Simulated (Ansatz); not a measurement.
## Calculated quadrupolar parameters for Zr3N4

The cell is a Materials Project structure (computed, not necessarily an observed phase).

```cif
data_Zr3N4
_symmetry_space_group_name_H-M 'I-43d'
_symmetry_Int_Tables_number 220
_cell_length_a 6.7752
_cell_length_b 6.7752
_cell_length_c 6.7752
_cell_angle_alpha 90.000
_cell_angle_beta 90.000
_cell_angle_gamma 90.000
loop_
_atom_site_label
_atom_site_type_symbol
_atom_site_symmetry_multiplicity
_atom_site_Wyckoff_symbol
_atom_site_fract_x
_atom_site_fract_y
_atom_site_fract_z
Zr Zr 12 a 0.0000 0.7500 0.1250
N N 16 c 0.3152 0.3152 0.3152
```

One atom of each set is listed; the run and its k-mesh use a cell of 14 atoms with edges of 5.87, 5.87, 5.87 Å.

Computed with Ansatz: DFT, r2SCAN, plane waves and PAW, scalar-relativistic, 500 eV cutoff, Γ-centred 6×6×6 k-points, Fermi–Dirac smearing 0.02 eV.

V_zz is the principal component of the electric field gradient with the largest magnitude, η = (V_xx − V_yy)/V_zz and C_Q = eQV_zz/h.

91Zr: I = 5/2, Q = -176.0 mb; N-14: I = 1, Q = 20.44 mb. Nuclear quadrupole moments: year-2017 set (Pyykkö).

```csv
site,atoms,first shell,V_zz (10²¹ V/m²),η,C_Q (MHz)
Zr,6,8 N at 2.22–2.48 Å,12.52,0.00,-53.3
N,8,6 Zr at 2.22–2.48 Å,0.79,0.00,0.393
```

An axis of threefold or higher order runs through Zr and N, so V_zz lies along it and η is zero.

Without spin–orbit coupling (the program notes it for Zr) the gradients can shift somewhat, as the gap is small.

Hardware: 1 thread of Arm Neoverse V1 (aarch64; 8 cores open to the job, memory cap 2.5 GiB, no GPU), a shared host with a load of 0.6 a core. Wall time 49 s, CPU time 49 s, peak memory 0.77 GiB.
